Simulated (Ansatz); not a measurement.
Ni:

```
Ni
1.0
     2.44802    0.00000    0.00000
    -1.22401    2.12005    0.00000
     0.00000    0.00000    4.07281
Ni
2
Direct
  0.66667 0.33333 0.75000
  0.33333 0.66667 0.25000
```

This isn't the form of Ni at room conditions, which is fcc.

Base run:

```yaml
Program: Ansatz 0.2.0
Functional: PBEsol
Potentials_or_basis: all-electron LAPW, scalar-relativistic
Cutoff: 323 eV (chosen from the basis error)
Basis_error_allowed: 0.001 eV/atom
k_mesh: 12 × 12 × 7
Occupations: fermi-dirac, width 0.05 eV
Spin: collinear spin, ferromagnetic start
Starting_moments: "[1.0, 1.0] μB"
```

Its results: pressure -3.0 GPa; net moment 1.30 μB per cell; site moments Ni +0.68 μB.

Q: The run is repeated on the same cell with these changes: functional from PBEsol to LDA. What comes out?

A: Pressure -11.0 GPa; net moment 1.24 μB per cell; site moments Ni +0.64 μB.

LDA binds more tightly than PBEsol, so the same cell stands under less pressure.
